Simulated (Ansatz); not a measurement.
## From formation energies to a reaction energy: GaSb3

The calculation used DFT PBE, scalar-relativistic, plane waves, PAW (Ansatz 0.2.0). Settings: cutoff 420 eV, Γ-centred meshes spaced at most about 0.3 Å⁻¹, and about 0.25 Å⁻¹ or finer for metals (2π included), Gaussian smearing. No spin polarisation.

Energies over the elements count from the elements' standard structures at the same level, with no fitted energy shifts.

These are static total energies at zero pressure. Spin–orbit coupling, which can matter for Sb, is left out.

A trial structure of GaSb3 (reached from: random cell; relaxed: space group Im-3m (No. 229), a = 6.043 Å) has a formation energy of 0.070 eV/atom. It holds Sb–Sb bonds in all directions (shortest 3.02 Å). At its composition the lowest mixture among the elements and 2 reference phases computed alike (others may be missing) consists of these:

```tsv
phase	source	ΔE_f (eV/atom)
Sb (solid)	element	-0.002
GaSb (F-43m)	Materials Project	-0.166
```

The lowest database cell of Sb (-0.002) lies slightly below the reference, hence the non-zero entry.

Task: Write the balanced decomposition and find its energy per atom, per formula unit and per mole of formula units.

Result: Balancing Ga and Sb gives GaSb3 → 2 Sb + GaSb. The left side holds 4 atoms, and the products take 2/4 (Sb) and 2/4 (GaSb) of them. The mixture therefore lies at 2/4 × (-0.002) + 2/4 × (-0.166) = -0.084 eV/atom. The reaction energy is -0.084 − (0.070) = -0.154 eV/atom. Times 4 atoms that is -0.616 eV per GaSb3, and times 96.485 it is -59 kJ per mole of GaSb3. Decomposition is downhill, so the trial structure is unstable against this mixture.
